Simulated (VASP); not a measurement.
# MgTe (F-43m) in VASP: further runs, part 2 of 2

VASP 6.6.1. Earlier steps stand in the parts before.

## Step 3: G0W0 quasiparticle levels, PBE

Contents of POSCAR:

```
MgTe
1.0
    0.0000000000      3.2319988239      3.2319988239
    3.2319988239      0.0000000000      3.2319988239
    3.2319988239      3.2319988239      0.0000000000
Te Mg
1 1
Direct
    0.2500000000      0.2500000000      0.2500000000
    0.0000000000      0.0000000000      0.0000000000
```

Contents of INCAR.step1:

```
SYSTEM = MgTe
  ALGO = Normal
  EDIFF = 1E-8
  ENCUT = 450
  GGA = PE
  ISMEAR = 0
  LASPH = .TRUE.
  LCHARG = .FALSE.
  LREAL = .FALSE.
  LWAVE = .TRUE.
  NELM = 60
  PREC = Accurate
  SIGMA = 0.01
```

Contents of INCAR.step2:

```
SYSTEM = MgTe
  ALGO = Exact
  EDIFF = 1E-8
  ENCUT = 450
  GGA = PE
  ISMEAR = 0
  ISTART = 1
  LASPH = .TRUE.
  LCHARG = .FALSE.
  LOPTICS = .TRUE.
  LREAL = .FALSE.
  LWAVE = .TRUE.
  NBANDS = 113
  NELM = 1
  PREC = Accurate
  SIGMA = 0.01
```

Contents of INCAR.step3:

```
SYSTEM = MgTe
  ALGO = EVGW0
  EDIFF = 1E-8
  ENCUT = 450
  ENCUTGW = 80
  GGA = PE
  ISMEAR = 0
  ISTART = 1
  LASPH = .TRUE.
  LCHARG = .FALSE.
  LREAL = .FALSE.
  LWAVE = .FALSE.
  NBANDS = 113
  NBANDSGW = 12
  NELMGW = 1
  NOMEGA = 50
  PREC = Accurate
  PRECFOCK = Fast
  SIGMA = 0.01
```

Contents of KPOINTS:

```
k-points
0
G
  4 4 4
  0 0 0
```

Potentials or basis: VASP PAW PBE potentials, release 64 (Te_GW, Mg_GW).

Command:

```sh
cat potpaw_PBE.64/Te_GW/POTCAR potpaw_PBE.64/Mg_GW/POTCAR > POTCAR
cp INCAR.step1 INCAR
mpirun -np 1 vasp_std > vasp.out
cp INCAR.step2 INCAR
mpirun -np 1 vasp_std > vasp.out
cp INCAR.step3 INCAR
mpirun -np 1 vasp_std > vasp.out
```

OUTCAR:

```text
SYSTEM = MgTe
   EDIFF = 1E-8
   ENCUT = 450
   ENCUTGW = 80
   GGA = PE
   ISMEAR = 0
   ISTART = 1
   LASPH = .TRUE.
   LREAL = .FALSE.
   NELMGW = 1
   PREC = Accurate
   PRECFOCK = Fast

 ion  position               nearest neighbor table
   1  0.250  0.250  0.250-   2 2.80   2 2.80   2 2.80   2 2.80
   2  0.000  0.000  0.000-   1 2.80   1 2.80   1 2.80   1 2.80

  LATTYP: Found a face centered cubic cell.
 ALAT       =     6.4639976478

  Lattice vectors:

 A1 = (   0.0000000000,   3.2319988239,   3.2319988239)
 A2 = (   3.2319988239,   0.0000000000,   3.2319988239)
 A3 = (   3.2319988239,   3.2319988239,   0.0000000000)

Analysis of symmetry for initial positions (statically):
=====================================================================
 Subroutine PRICEL returns:
 Original cell was already a primitive cell.

 Routine SETGRP: Setting up the symmetry group for a
 face centered cubic supercell.

 Subroutine GETGRP returns: Found 24 space group operations
 (whereof 24 operations were pure point group operations)
 out of a pool of 48 trial point group operations.

The static configuration has the point symmetry T_d .

Analysis of symmetry for dynamics (positions and initial velocities):
=====================================================================
 Subroutine PRICEL returns:
 Original cell was already a primitive cell.

 Routine SETGRP: Setting up the symmetry group for a
 face centered cubic supercell.

 Subroutine GETGRP returns: Found 24 space group operations
 (whereof 24 operations were pure point group operations)
 out of a pool of 48 trial point group operations.

The dynamic configuration has the point symmetry T_d .

 Subroutine INISYM returns: Found 24 space group operations
 (whereof 24 operations are pure point group operations),
 and found     1 'primitive' translations

----------------------------------------------------------------------------------------

                                     Primitive cell

  volume of cell :      67.5217

  direct lattice vectors                    reciprocal lattice vectors
     0.000000000  3.231998824  3.231998824    -0.154703027  0.154703027  0.154703027
     3.231998824  0.000000000  3.231998824     0.154703027 -0.154703027  0.154703027
     3.231998824  3.231998824  0.000000000     0.154703027  0.154703027 -0.154703027

  length of vectors
     4.570736570  4.570736570  4.570736570     0.267953502  0.267953502  0.267953502

  position of ions in fractional coordinates (direct lattice)
     0.250000000  0.250000000  0.250000000
     0.000000000  0.000000000  0.000000000

  ion indices of the primitive-cell ions
   primitive index   ion index
                 1           1
                 2           2

----------------------------------------------------------------------------------------

 KPOINTS: k-points

Automatic generation of k-mesh.
 Grid dimensions read from file:
 generate k-points for:    4    4    4

 Generating k-lattice:

  Cartesian coordinates                     Fractional coordinates (reciprocal lattice)
    -0.038675757  0.038675757  0.038675757     0.250000000  0.000000000  0.000000000
     0.038675757 -0.038675757  0.038675757     0.000000000  0.250000000  0.000000000
     0.038675757  0.038675757 -0.038675757     0.000000000  0.000000000  0.250000000

  Length of vectors
     0.066988376  0.066988376  0.066988376

  Shift w.r.t. Gamma in fractional coordinates (k-lattice)
     0.000000000  0.000000000  0.000000000

 Subroutine IBZKPT returns following result:
 ===========================================

 Found      8 irreducible k-points:

 Following reciprocal coordinates:
            Coordinates               Weight
  0.000000  0.000000  0.000000      1.000000
  0.250000  0.000000  0.000000      8.000000
  0.500000  0.000000  0.000000      4.000000
  0.250000  0.250000  0.000000      6.000000
  0.500000  0.250000  0.000000     24.000000
 -0.250000  0.250000  0.000000     12.000000
  0.500000  0.500000  0.000000      3.000000
 -0.250000  0.500000  0.250000      6.000000
   k-points           NKPTS =      8   k-points in BZ     NKDIM =     64   number of bands    NBANDS=    113
   number of dos      NEDOS =    301   number of ions     NIONS =      2
   total plane-waves  NPLWV =  32768
   dimension x,y,z NGX =    32 NGY =   32 NGZ =   32
   dimension x,y,z NGXF=    64 NGYF=   64 NGZF=   64
   ions per type =               1   1
   NGX,Y,Z   is equivalent  to a cutoff of  11.64, 11.64, 11.64 a.u.
   NGXF,Y,Z  is equivalent  to a cutoff of  23.28, 23.28, 23.28 a.u.
 SYSTEM =  MgTe
   PREC   = accura    normal or accurate (medium, high low for compatibility)
   ISTART =      1    job   : 0-new  1-cont  2-samecut
   ICHARG =      0    charge: 1-file 2-atom 10-const
   ISPIN  =      1    spin polarized calculation?
   LNONCOLLINEAR =      F non collinear calculations
   LSORBIT =      F    spin-orbit coupling
   LASPH  =      T    aspherical Exc in radial PAW
   ENCUT  =  450.0 eV  33.07 Ry    5.75 a.u.   7.91  7.91  7.91*2*pi/ulx,y,z
   NELM   =     60;   NELMIN=  2; NELMDL=  0     # of ELM steps
   EDIFF  = 0.1E-07   stopping-criterion for ELM
   LREAL  =      F    real-space projection
   EDIFFG = 0.1E-06   stopping-criterion for IOM
   NSW    =      0    number of steps for IOM
   IBRION =     -1    ionic relax: 0-MD 1-quasi-New 2-CG
   NFREE  =      0    steps in history (QN), initial steepest desc. (CG)
   ISIF   =      0    stress and relaxation
   ISYM   =      3    0-nonsym 1-usesym 2-fastsym
   POTIM  = 0.5000    time-step for ionic-motion
   TEBEG  =    0.0;   TEEND  =   0.0 temperature during run
   PSTRESS=    0.0 pullay stress
   NELECT =       8.0000    total number of electrons
   NUPDOWN=      -1.0000    fix difference up-down
   EMIN   =  10.00;   EMAX   =-10.00  energy-range for DOS
   EFERMI =   0.00;   METHOD = LEGACY
   ISMEAR =     0;   SIGMA  =   0.01  broadening in eV -4-tet -1-fermi 0-gaus
   EFERMI_NEDOS =   21; number of points for ismear=-14 and -15
   IALGO  =     38    algorithm
   IMIX   =      4    mixing-type and parameters
     AMIX     =   0.40;   BMIX     =  1.00
     AMIX_MAG =   1.60;   BMIX_MAG =  1.00
  volume/ion in A,a.u.               =      33.76       227.83
  Fermi-wavevector in a.u.,A,eV,Ry     =   0.804063  1.519460  8.796411  0.646518
  Thomas-Fermi vector in A             =   1.912049
   LORBIT       =      0    0 simple, 1 ext, 2 COOP (PROOUT), +10 PAW based schemes
   GGA     = PE    functional components
   LHFCALC =     T    Hartree Fock is set to
   PRECFOCK=fast      Normal, Fast or Accurate (Low or Medium for compatibility)
   ENCUT4O =  -1.0   cutoff for four orbital integrals eV
   NKREDX  =     1    reduce k-point grid by
   NKREDY  =     1    reduce k-point grid by
   NKREDZ  =     1    reduce k-point grid by
   AEXX    =    1.0000 exact exchange contribution
   HFSCREEN=    0.0000 screening length (either q_TF or 0.3 A-1)
   HFSCREENC=   0.0000 screening length for correlation (either q_TF or 0.3 A-1)
   ENCUTFOCK=  -1.0 apply spherical cutoff to Coloumb kernel
   IVDW    =     0    specifies the selected vdW correction
   LEPSILON=     F    determine dielectric tensor
   LRPA    =     F    only Hartree local field effects (RPA)
   LRPAFORCE           =     F    calculate RPA forces
   ENCUTGW             =  80.0    cutoff for response function in eV
   ENCUTGWSOFT         =  64.0    soft cutoff for Coulomb kernel in GW response function in eV
   ENCUTLF             =  -1.0    cutoff for local field effects
   NELMGW              =     1    number of iterations in solving QP/BSE equation
   NELMHF              =     1    number of iterations in the inner HF iteration
   NKREDLFX            =     1    NKREDLFY  =   1   NKREDLFZ  =   1
 non-spin polarized calculation
 Gauss-broadening in eV      SIGMA  =   0.01
  energy-cutoff  :      450.00
  volume of cell :       67.52
 maximum number of plane-waves:      1476
  NGX = 18; NGY = 18; NGZ = 18
   NGX = 15   NGY = 15   NGZ = 15
 maximum number of plane-waves:       116
 NGX is ok and might be reduce to    14

 QP shifts <psi_nk| G(iteration)W_0 |psi_nk>: iteration 1
 for sc-GW calculations column KS-energies equals QP-energies in previous step
 and V_xc(KS)=  KS-energies - (<T + V_ion + V_H > + <T+V_H+V_ion>^1  + <V_x>^1)

 k-point   1 :       0.0000    0.0000    0.0000
  band No.  KS-energies  QP-energies   sigma(KS)   V_xc(KS)     V^pw_x(r,r')   Z            occupation Imag(sigma)

      1      -8.2902      -8.8586     -11.5622     -10.7392     -17.1248       0.6907       2.0000       1.1372
      2       1.8859       1.1637     -11.4366     -10.4922     -12.7940       0.7647       2.0000       0.0676
      3       1.8859       1.1637     -11.4366     -10.4922     -12.7940       0.7647       2.0000       0.0676
      4       1.8859       1.1637     -11.4366     -10.4922     -12.7940       0.7647       2.0000       0.0676
      5       4.2905       4.7864      -7.0768      -7.7137      -3.8965       0.7786       0.0000      -0.0575
      6       7.3318       7.7416      -7.1619      -7.7026      -3.3857       0.7579       0.0000      -0.0848
      7       7.3318       7.7416      -7.1619      -7.7026      -3.3857       0.7579       0.0000      -0.0848
      8       7.3318       7.7416      -7.1619      -7.7026      -3.3857       0.7579       0.0000      -0.0848
      9      10.5042      10.9145      -7.3780      -7.9327      -3.0996       0.7395       0.0000      -0.1478
     10      10.5042      10.9145      -7.3780      -7.9327      -3.0996       0.7395       0.0000      -0.1478
     11      10.5827      10.7917      -6.2278      -6.5120      -1.6729       0.7353       0.0000      -0.1976
     12      12.2264      12.3138      -6.3055      -6.4241      -1.5681       0.7363       0.0000      -0.3094
[... 100 lines left out ...]
      1      -7.4948      -7.8763     -11.8993     -11.3440     -17.2511       0.6871       2.0000       0.9811
      2      -0.8091      -1.6647     -10.2974      -9.1090     -12.4375       0.7199       2.0000       0.1052
      3       0.0131      -0.8837     -10.4595      -9.2466     -12.2810       0.7394       2.0000       0.0838
      4       0.4393      -0.4129     -10.4745      -9.3323     -12.1056       0.7461       2.0000       0.0732
      5       6.4555       6.6466      -6.9640      -7.2117      -3.4911       0.7714       0.0000      -0.0783
      6       7.4975       8.0853      -7.9723      -8.7552      -4.1854       0.7508       0.0000      -0.0900
      7       8.0578       8.4306      -6.7980      -7.2946      -2.7222       0.7507       0.0000      -0.1068
      8       8.2811       8.5535      -7.0243      -7.3828      -3.2086       0.7601       0.0000      -0.0926
      9      11.6662      11.9816      -7.5211      -7.9683      -2.5304       0.7051       0.0000      -0.3196
     10      12.9153      13.1803      -7.3796      -7.7423      -2.3633       0.7304       0.0000      -0.4096
     11      13.1630      13.7143      -8.2851      -9.0345      -3.3269       0.7356       0.0000      -0.3954
     12      14.0821      14.6384      -7.8420      -8.5855      -2.8363       0.7482       0.0000      -0.4952
```

It took 1.7 min on 1 thread of Intel Xeon Platinum 8488C (Sapphire Rapids), shared host; peak memory 0.62 GiB.

What came out:

| Quantity | Value |
| --- | --- |
| Band gap on the k mesh, mean-field level | 2.40 eV, direct |
| Quasiparticle gap | 3.62 eV |
| Least direct quasiparticle gap | 3.62 eV |

Levels at points of the mesh, in eV from the valence-band top:
```tsv
k point	band 1	band 2	band 3	band 4	band 5	band 6	band 7	band 8
(0.00, 0.00, 0.00)	-10.18	0.00	0.00	0.00	2.40	5.45	5.45	5.45
(0.50, 0.00, 0.00)	-9.59	-3.22	-0.42	-0.42	3.20	5.51	5.51	7.34
(0.50, 0.50, 0.00)	-9.39	-3.05	-1.18	-1.18	2.84	3.52	9.59	9.60
```

Caveat: the k mesh is coarse (spacing up to 0.42 Å⁻¹), so the values aren't converged; bands, screening cutoff and mesh are small and nothing is extrapolated, so the quasiparticle values aren't converged; spin-orbit coupling is left out, which moves the levels of the heavy elements. A k mesh can miss the band edges.
